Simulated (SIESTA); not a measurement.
# SiC (P6_3mc) in SIESTA: further runs, part 2 of 2

SIESTA 5.4.2.

### Step 4. Band structure, AM05

The input, SiC.fdf:

```
SystemName                      SiC
SystemLabel                     SiC
NumberOfSpecies                 2
NumberOfAtoms                   8
%block ChemicalSpeciesLabel
  1  14 Si
  2   6 C
%endblock ChemicalSpeciesLabel

LatticeConstant                 1.0 Ang
%block LatticeVectors
     3.0756941497     0.0000000000     0.0000000000
    -1.5378470748     2.6636292679     0.0000000000
     0.0000000000     0.0000000000    10.0706464800
%endblock LatticeVectors
AtomicCoordinatesFormat         Fractional
%block AtomicCoordinatesAndAtomicSpecies
     0.0000000000     0.0000000000     0.1878943800  1  Si
     0.0000000000     0.0000000000     0.6878943800  1  Si
     0.3333333333     0.6666666667     0.4378419800  1  Si
     0.6666666667     0.3333333333     0.9378419800  1  Si
     0.0000000000     0.0000000000     0.0004600500  2  C
     0.0000000000     0.0000000000     0.5004600500  2  C
     0.3333333333     0.6666666667     0.2498025900  2  C
     0.6666666667     0.3333333333     0.7498025900  2  C
%endblock AtomicCoordinatesAndAtomicSpecies

%block kgrid.MonkhorstPack
   10   0   0  0.0
    0  10   0  0.0
    0   0   3  0.0
%endblock kgrid.MonkhorstPack
XC.Functional                   GGA
XC.Authors                      AM05
PAO.BasisSize                   DZP
PAO.EnergyShift                 0.003 Ry
Mesh.Cutoff                     500 Ry
OccupationFunction              FD
ElectronicTemperature           0.05 eV
MaxSCFIterations                120
SCF.MustConverge                false
SCF.Mixer.Method                Pulay
SCF.Mixer.Weight                0.25
SCF.Mixer.History               8
SCF.DM.Tolerance                5.0e-05
SCF.H.Tolerance                 1.0e-03 eV
WriteForces                     true
Charge.Mulliken                 end
BandLinesScale                  ReciprocalLatticeVectors
%block BandLines
    1    0.000000   0.000000   0.000000  \Gamma
   13    0.500000   0.000000   0.000000  M
    7    0.333333   0.333333   0.000000  K
   15    0.000000   0.000000   0.000000  \Gamma
    3    0.000000   0.000000   0.500000  A
   13    0.500000   0.000000   0.500000  L
    7    0.333333   0.333333   0.500000  H
   15    0.000000   0.000000   0.500000  A
    1    0.500000   0.000000   0.500000  L
    3    0.500000   0.000000   0.000000  M
    1    0.333333   0.333333   0.000000  K
    3    0.333333   0.333333   0.500000  H
%endblock BandLines
```

Potentials or basis: PseudoDojo 0.4 standard (PBEsol files), DZP (energy shift 0.003 Ry).

Launch:

```sh
siesta < SiC.fdf > SiC.out 2>&1
```

SiC.out:

```text
Version         : 5.4.2

[... 6 lines left out ...]
 NOTE: Please see the manual for full details and compatibility measures.

reinit: Reading from standard input
reinit: Dumping input in INPUT_TMP.71317
************************** Dump of input data file ****************************
SystemName                      SiC
SystemLabel                     SiC
NumberOfSpecies                 2
NumberOfAtoms                   8
%block ChemicalSpeciesLabel
  1  14 Si
  2   6 C
%endblock ChemicalSpeciesLabel
LatticeConstant                 1.0 Ang
%block LatticeVectors
     3.0756941497     0.0000000000     0.0000000000
    -1.5378470748     2.6636292679     0.0000000000
     0.0000000000     0.0000000000    10.0706464800
%endblock LatticeVectors
AtomicCoordinatesFormat         Fractional
%block AtomicCoordinatesAndAtomicSpecies
     0.0000000000     0.0000000000     0.1878943800  1  Si
     0.0000000000     0.0000000000     0.6878943800  1  Si
     0.3333333333     0.6666666667     0.4378419800  1  Si
     0.6666666667     0.3333333333     0.9378419800  1  Si
     0.0000000000     0.0000000000     0.0004600500  2  C
     0.0000000000     0.0000000000     0.5004600500  2  C
     0.3333333333     0.6666666667     0.2498025900  2  C
     0.6666666667     0.3333333333     0.7498025900  2  C
%endblock AtomicCoordinatesAndAtomicSpecies
%block kgrid.MonkhorstPack
   10   0   0  0.0
    0  10   0  0.0
    0   0   3  0.0
%endblock kgrid.MonkhorstPack
XC.Functional                   GGA
XC.Authors                      AM05
PAO.BasisSize                   DZP
PAO.EnergyShift                 0.003 Ry
Mesh.Cutoff                     500 Ry
OccupationFunction              FD
ElectronicTemperature           0.05 eV
MaxSCFIterations                120
SCF.MustConverge                false
SCF.Mixer.Method                Pulay
SCF.Mixer.Weight                0.25
[... 637 lines left out ...]
siesta:         Total =   -1112.974525
siesta:         Fermi =      -6.122982

siesta: Stress tensor (static) (eV/Ang**3):
siesta:    -0.019070    0.000002   -0.000000
siesta:     0.000002   -0.019068    0.000000
siesta:    -0.000000    0.000000   -0.017961

siesta: Cell volume =         82.503861 Ang**3

siesta: Pressure (static):
siesta:                Solid            Molecule  Units
siesta:           0.00020367          0.00020498  Ry/Bohr**3
siesta:           0.01869988          0.01881996  eV/Ang**3
siesta:          29.96051079         30.15290636  kBar

Basis Enthalpy Calculation:
    Basis Pressure for species 1(Si) :      0.2000000 GPa
    Basis Pressure for species 2(C) :      0.2000000 GPa

    Orbital volume contribution        =           6.890369 eV
    (Free)E + p_basis*V_orbitals       =       -1106.084156 eV
    (Free)Eharris+ p_basis*V_orbitals  =       -1106.084156 eV

mulliken: Atomic and Orbital Populations:

Species: Si
Atom  Qatom  Qorb
               3s      3s      3py     3pz     3px     3py     3pz     3px
               3Pdxy   3Pdyz   3Pdz2   3Pdxz   3Pdx2-y2
   1  3.990   1.059   0.141   0.111   0.051   0.111   0.498   0.516   0.498
              0.205   0.180   0.234   0.180   0.205
   2  3.990   1.059   0.141   0.111   0.051   0.111   0.498   0.516   0.498
              0.205   0.180   0.234   0.180   0.205
   3  3.964   1.126   0.113   0.063   0.052   0.063   0.519   0.528   0.519
              0.200   0.178   0.224   0.178   0.200
   4  3.964   1.126   0.113   0.063   0.052   0.063   0.519   0.528   0.519
              0.200   0.178   0.224   0.178   0.200

Species: C
Atom  Qatom  Qorb
               2s      2s      2py     2pz     2px     2py     2pz     2px
               3Pdxy   3Pdyz   3Pdz2   3Pdxz   3Pdx2-y2
   5  4.018   0.605   0.482   0.252   0.351   0.252   0.689   0.609   0.689
              0.018   0.016   0.021   0.016   0.018
   6  4.018   0.605   0.482   0.252   0.351   0.252   0.689   0.609   0.689
              0.018   0.016   0.021   0.016   0.018
   7  4.028   0.593   0.490   0.276   0.320   0.276   0.677   0.634   0.677
              0.017   0.016   0.020   0.016   0.017
   8  4.028   0.593   0.490   0.276   0.320   0.276   0.677   0.634   0.677
              0.017   0.016   0.020   0.016   0.017

mulliken: Qtot =       32.000

Mulliken Atomic Populations:
Atom #   charge [q] valence [e]  Species
     1     0.009695    3.990305  Si
     2     0.009695    3.990305  Si
     3     0.036412    3.963588  Si
     4     0.036412    3.963588  Si
     5    -0.018074    4.018074  C
     6    -0.018074    4.018074  C
     7    -0.028033    4.028033  C
     8    -0.028033    4.028033  C
 Total    -0.000000

Job completed
```

Wall time 2.4 min (1 thread of Arm Neoverse V1, shared host); peak memory 0.4 GiB.

What came out:

```
Free energy             : -1112.9745 eV
Pressure                : 3.0 GPa
Largest force           : 0.021 eV/Å
Band gap on the k mesh  : 2.10 eV, indirect (least direct gap 3.25 eV)
Band gap along the path : 2.10 eV, indirect (least direct gap 3.25 eV)
```

Forces in eV/Å, atoms in the order of the input:
```
Si   0.000  0.000 -0.018
Si   0.000  0.000 -0.018
Si   0.000  0.000 -0.008
Si   0.000  0.000 -0.008
C    0.000  0.000  0.004
C    0.000  0.000  0.004
C    0.000  0.000  0.021
C    0.000  0.000  0.021
```

Levels at the corners of the path, in eV from the valence-band top:
```
point  band 14  band 15  band 16  band 17  band 18  band 19
    Γ    -0.04     0.00     0.00     5.17     5.89     6.48
    M    -2.25    -1.61    -1.14     2.10     2.22     4.11
    K    -2.94    -2.94    -1.70     3.88     3.88     5.13
    Γ    -0.04     0.00     0.00     5.17     5.89     6.48
    A    -0.21    -0.21    -0.21     5.42     5.42     6.96
    L    -2.55    -1.59    -1.59     2.52     2.52     4.11
    H    -2.81    -2.50    -2.50     3.12     3.12     6.67
    A    -0.21    -0.21    -0.21     5.42     5.42     6.96
    L    -2.55    -1.59    -1.59     2.52     2.52     4.11
    M    -2.25    -1.61    -1.14     2.10     2.22     4.11
    K    -2.94    -2.94    -1.70     3.88     3.88     5.13
    H    -2.81    -2.50    -2.50     3.12     3.12     6.67
```

Caveat: the potentials were made for another functional, which shifts forces and pressure; the basis of atomic orbitals isn't converged, which shifts pressures, moduli and gaps.

### Step 5. Overview

```tsv
level	potentials or basis	gap on the mesh (eV)	pressure (GPa)	largest force (eV/Å)
PBE	PseudoDojo 0.4 standard (PBE files), TZDP (energy shift 0.003 Ry)	2.33	7.1	0.02
PBE	PseudoDojo 0.4 standard (PBE files), DZP (energy shift 0.003 Ry)	2.22	6.9	0.02
AM05	PseudoDojo 0.4 standard (PBEsol files), DZP (energy shift 0.003 Ry)	2.10	3.0	0.02
```

Alike in all rows: task band structure; no spin polarisation; cell as given; k mesh 10 × 10 × 3; smearing fermi-dirac 0.05 eV; grid cutoff 500 Ry; energy shift 0.003 Ry.

Caveats: the basis of atomic orbitals isn't converged, which shifts pressures, moduli and gaps; the potentials were made for another functional, which shifts forces and pressure (some runs).

Absolute energies hang on the potentials; compare differences alone.
